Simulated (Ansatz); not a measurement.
# TiB2 (P6/mmm) in Ansatz: further runs

The runs below take TiB2 through phonons, elastic constants, with LDA.

Program: Ansatz 0.2.0. These are calculated values, not measurements. Logs are shortened: lines on timing, memory, paths and dates and some standing lists are left out, and cuts for length are marked.

### Step 1. The structure

It takes space group P6/mmm (No. 191, hexagonal). Conventional cell: a = 3.029 Å, b = 3.029 Å, c = 3.228 Å, α = 90.00°, β = 90.00°, γ = 120.00°. Ti (site symmetry 6/mmm) is surrounded by 12 B at 2.38 Å. B (site symmetry -6m2) has 3 B at 1.75 Å as nearest neighbours.

### Step 2. Phonons, LDA

input.yaml reads:

```yaml
crystal:
  lattice:
    - [3.0292, 0.0, 0.0]
    - [-1.5146, 2.6233641531, 0.0]
    - [0.0, 0.0, 3.2284]
  atoms:
    - { symbol: Ti, position: [0.0, 0.0, 0.0] }
    - { symbol: B, position: [0.6666666667, 0.3333333333, 0.5] }
    - { symbol: B, position: [0.3333333333, 0.6666666667, 0.5] }
hamiltonian:
  xc: lda
  pseudopotentials: { kind: paw }
kpoints:
  mp_grid: { grid: [7, 7, 6] }
scf:
  occupations: { method: fermi_dirac, width: 0.05 }
phonons:
  method: dfpt
```

Potentials or basis: Ansatz PAW.

Launch:

```sh
$ ansatz run input.yaml --threads 2 --pin off --max-ram 5632MiB --backend cpu --events-out ev --progress --plain --runs-dir out
```

The log of the run:

```text
Warning: RAYON_NUM_THREADS=2 ignored (pool sized by the plan → 2); use --threads N
zone centre: on kpoints.mp_grid the ground state, and the responses unless they are solved on pairs of k-points, stand on 64 of the mesh's 294 k-points, reduced under 4 symmetry operations, with k and −k counted as one. Each operation leaves every solved displacement unchanged or reverses it
Engine: ansatz 0.2.0, x86_64-unknown-linux-gnu
Pseudopotentials: kind: paw
Pseudopotential: Ti, paw, valence charge 12, recommended cutoff 420 eV (normal), Ti.paw.azcp
Pseudopotential: B, paw, valence charge 3, recommended cutoff 420 eV (normal), B.paw.azcp
Functional definition: SPW92
  exchange = slater_x
  correlation = pw_c
Crystal: 3 atoms, lattice volume = 25.655 Å³
Basis set: ecut = 420 eV, 503 PW (Γ), exchange–correlation on 48×48×48 points (8 copies of the dense FFT grid, shifted against one another)
Bands: 13, of which v1, the nominal top of the filled ones, is band 9 counted from 1 (8 counted from 0)
Symmetry: 24 space group operations
k-points: 64 of 294 (irreducible under 4 space group operations, time reversal used)
Non-local potential: Ti, projectors of the file, l = 0: 3, l = 1: 2, l = 2: 3, l = 3: 1
Non-local potential: B, projectors of the file, l = 0: 2, l = 1: 2, l = 2: 1
PAW form: soft (Blöchl's): semilocal exchange-correlation on the pseudo side does not see the compensation charge
PAW frozen core: Ti, regenerated for the run's functional, and the local potential with it (the file was generated under x = pbe(κ = 0.804, μ = 0.2195149727645171), c = pbe(β = 0.06672455060314922))
PAW frozen core: B, regenerated for the run's functional, and the local potential with it (the file was generated under x = pbe(κ = 0.804, μ = 0.2195149727645171), c = pbe(β = 0.06672455060314922))
PAW one-centre angular grid: Ti, 590 points (default); XC on 64 Gauss nodes
PAW one-centre angular grid: B, 110 points (default); XC on 64 Gauss nodes
Initial density: superposition of atomic densities (neutral atoms: chi_scale 0, normalization atom), corrected by the library's trained network
Initial wavefunctions: pseudopotential atomic-orbital guess
Functional: x = slater, c = lda
SCF iter   1: F=—  HF=-2753.259476 eV  |F-HF|=—  |Δ(HF+E_count)|=         —  Δρ=6.10e-3  dr2=4.79e-3  ethr=1.77e-3  ⟨swp⟩=4.4  Hψ=3905  notcnv=0
preconditioner: auto → none  [insulator: Δε(μ)=0.193 eV  Ē_g=8.007 eV  σ=0.050 eV  W_gap=0.74  n_scr=8 (ndim 8)  ℏωp=23.2 eV  f_vac=0.000  D(μ)=0.24/eV (n_scr^D=0)  ε∞_Penn≈9.4]
SCF iter   2: F=—  HF=-2753.257982 eV  |F-HF|=—  |Δ(HF+E_count)|=   1.49e-3  Δρ=2.44e-3  dr2=8.34e-4  ethr=2.66e-5  ⟨swp⟩=3.0  Hψ=2138  notcnv=0
SCF iter   3: F=—  HF=-2753.257832 eV  |F-HF|=—  |Δ(HF+E_count)|=   1.50e-4  Δρ=4.69e-4  dr2=2.73e-5  ethr=4.63e-6  ⟨swp⟩=1.0  Hψ=834  notcnv=0
SCF iter   4: F=—  HF=-2753.257828 eV  |F-HF|=—  |Δ(HF+E_count)|=   3.84e-6  Δρ=2.69e-5  dr2=6.68e-8  ethr=1.52e-7  ⟨swp⟩=1.6  Hψ=967  notcnv=0
SCF iter   5: F=—  HF=-2753.257828 eV  |F-HF|=—  |Δ(HF+E_count)|=   2.80e-9  Δρ=6.09e-6  dr2=3.16e-9  ethr=3.71e-10  ⟨swp⟩=2.2  Hψ=1236  notcnv=0
SCF iter   6: F=—  HF=-2753.257828 eV  |F-HF|=—  |Δ(HF+E_count)|=  6.63e-10  Δρ=5.25e-7  dr2=3.77e-11  ethr=1.75e-11  ⟨swp⟩=2.2  Hψ=1179  notcnv=0
SCF iter   7: F=-2753.257828 eV  HF=-2753.257828 eV  |F-HF|=1.36e-12  |Δ(HF+E_count)|=  1.36e-12  Δρ=4.63e-8  dr2=4.04e-13  ethr=1.00e-12  ⟨swp⟩=5.0  Hψ=3053  notcnv=0
SCF 1 converged in 7 iterations: F = -2753.257828 eV  dr2 = 4.04e-13
DFPT response loops at Γ: preconditioner auto → Kerker (q_TF=auto, 2.572 Å⁻¹) (partly filled bands, converged f_vac=0.000); β = 1.00, the filter's whole step (`scf.mixing.beta` (0.50) is not read by the response loops under this deck's `scf.mixing.preconditioner`; to damp them name `kerker` or `kerker_dos`, under which they read `scf.mixing.beta`, and type it under 1.00, their step now; both keys bind the ground state too); Broyden in place of MSR1
SCF converged after 7 iterations
Free energy (F): -2753.257828 eV
Harris-Foulkes:  -2753.257828 eV  (|F-HF|=1.36e-12)
Internal energy: -2753.255499 eV  (E = F + TS)
E sigma→0 (E₀):  -2753.256663 eV
Entropy (-TS):   -0.002329 eV (-0.776 meV/atom)
Fermi energy:    14.764373 eV
--- Per-component energies (eV) ---
  E_band       = -95.543484
  E_kinetic    = 376.045945
  E_local      = -793.135239  (includes V_loc(G=0)·N_el)
  E_nonlocal   = 33.859558
  E_hartree    = 333.781770
  E_xc         = -164.044340
  E_vxc        = -202.237669  (∫ρ·V_xc dr)
  E_paw        = -1143.997964  (= ΣΔE_a)
  E_vpaw       = -177.639679  (= ΣTr[D̂ρ^β])
  E_aug_tail   = 0.000072  (compensation charges beyond the density's cutoff)
  E_ewald      = -1396.182920
  E_core_change = 0.417619  (= ΣΔE_core)
  E_smearing   = -0.002329  (= −TS)
  E_closure    = 0.000000  (closes the sum)
  Σ components = -2753.257828   (vs F -2753.257828, Δ=0.00e0)
--- Band table (eV; the first three rows and the last of 64) ---
  k-point 0: bands = ["-41.4767", "-18.1469", "-17.8221", "-17.8221", "1.5538", "12.2752", "12.2752", "12.6009", "12.7496", "16.7403", "16.7403", "18.5026", "18.5026"]
  k-point 1: bands = ["-41.4729", "-18.1992", "-17.8180", "-17.8180", "1.9177", "10.5137", "12.5656", "12.5656", "14.4824", "16.0020", "16.0020", "17.8960", "17.8960"]
  k-point 2: bands = ["-41.4651", "-18.3022", "-17.8096", "-17.8096", "2.8376", "8.4118", "13.3967", "13.3967", "15.0463", "15.0463", "15.8672", "16.4890", "16.4890"]
  k-point 63: bands = ["-41.4117", "-18.2681", "-18.1251", "-17.9187", "4.8122", "8.4816", "10.1464", "10.2290", "12.4516", "17.1212", "17.5052", "18.3906", "19.2574"]
--- Phonons (Γ-DFPT): 4 representative perturbations + reference, on 64 of 294 k-points (Σ response iterations 12) ---
  k mesh reduced under 4 symmetry operations, with k and −k counted as one. Each operation leaves every solved displacement unchanged or reverses it
  ASR residual: 1.773e-4 → 0.000e0 eV/Å²; symmetrization residual: 2.719e-7 eV/Å²
  ASR residual per site (eV/Å²): 1.77e-4 7.99e-6 7.99e-6
  Γ frequencies (cm⁻¹): 0.00 0.00 0.00 478.38 503.42 503.42 547.73 879.05 879.05
  non-analytic LO–TO correction: not included (Born effective charges unavailable; polar crystals: no LO–TO splitting at Γ)
```

It took 1.8 s on 2 threads of AMD EPYC 9R45 (Zen 5), shared host; peak memory 0.45 GiB.

Results:

| Quantity | Value |
| --- | --- |
| Free energy | -2753.2578 eV |
| Band gap on the k mesh | none (metal or under the smearing width) |
| Highest phonon frequency at Γ | 879 cm⁻¹ |

Phonon frequencies in cm⁻¹ (negative: imaginary):
| q point | frequencies |
| --- | --- |
| (0.000, 0.000, 0.000) | 0 0 0 478 503 503 548 879 879 |

Caveat: the PAW data sets come from PBE, with cores solved anew for the run's functional, which leaves a small shift of forces and pressure.

### Step 3. Elastic constants, LDA

Edit input.yaml of step 2 so:

```diff
@@ -16,3 +16,7 @@
   occupations: { method: fermi_dirac, width: 0.05 }
-phonons:
-  method: dfpt
+output:
+  forces: true
+  stress: true
+elastic:
+  mode: relaxed_ion
+  stencil: two_point
```

Potentials or basis: Ansatz PAW.

Launch:

```sh
$ ansatz run input.yaml --threads 2 --pin off --max-ram 5632MiB --backend cpu --events-out ev --progress --plain --runs-dir out
```

Run time: 3.3 s. Hardware: 2 threads of AMD EPYC 9R45 (Zen 5), shared host; peak memory 0.41 GiB.

The run converged. Its results:

```
Free energy            : -2753.2578 eV
Pressure               : -11.3 GPa
Band gap on the k mesh : none (metal or under the smearing width)
Voigt bulk modulus     : 236 GPa
```

Stress tensor (GPa, compression positive):
```
-10.41   0.00   0.00
  0.00 -10.41   0.00
  0.00   0.00 -12.94
```

Levels at points of the mesh, in eV from the Fermi level:
| k point | band 5 | band 6 | band 7 | band 8 | band 9 | band 10 | band 11 | band 12 | band 13 |
| --- | --- | --- | --- | --- | --- | --- | --- | --- | --- |
| (0.00, 0.00, 0.00) | -13.21 | -2.49 | -2.49 | -2.16 | -2.01 | 1.98 | 1.98 | 3.74 | 3.74 |
| (0.00, 0.00, -0.50) | -11.25 | -7.43 | -0.43 | -0.43 | -0.08 | -0.08 | 0.52 | 0.52 | 1.71 |

Elastic tensor in Voigt notation (GPa, in the Cartesian axes of the cell as first typed):
```
638  46  84   0   0   0
 46 638  84   0   0   0
 82  82 427   0   0   0
  0   0   0 250   0   0
  0   0   0   0 250   0
  0   0   0   0   0 296
```

Caveat: the cell is more than 3 GPa from zero pressure, which shifts response properties; elastic constants of metals need much finer meshes, so these are rough; the PAW data sets come from PBE, with cores solved anew for the run's functional, which leaves a small shift of forces and pressure.
